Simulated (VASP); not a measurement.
Input of a VASP 6.6.1 run:

The input INCAR:

```
SYSTEM = BiTe
ALGO = Normal
EDIFF = 1E-6
ENCUT = 520
GGA = PS
ISIF = 2
ISMEAR = -1
LASPH = .TRUE.
LCHARG = .FALSE.
LREAL = .FALSE.
LWAVE = .FALSE.
NBANDS = 18
NELM = 100
PREC = Accurate
SIGMA = 0.03
```

KPOINTS

```
k-points
0
G
  10 10 10
  0 0 0
```

The input POSCAR:

```
BiTe
1.0
    0.0000000000      3.1912784242      3.1912784242
    3.1912784242      0.0000000000      3.1912784242
    3.1912784242      3.1912784242      0.0000000000
Bi Te
1 1
Direct
    0.0000000000      0.0000000000      0.0000000000
    0.5000000000      0.5000000000      0.5000000000
```

Potentials or basis: VASP PAW PBE potentials, release 64 (Bi_d, Te).

Command:

```console
$ cat potpaw_PBE.64/Bi_d/POTCAR potpaw_PBE.64/Te/POTCAR > POTCAR
$ mpirun -np 1 vasp_std > vasp.out
```

Q: Estimate the pressure.

A: 0.4 GPa.

Q: Predict the band gap on the k mesh.

A: None (metal or under the smearing width).

Caveat: the PAW data sets were made with another functional, which shifts forces and pressure a little; spin-orbit coupling is left out, which moves the levels of the heavy elements.
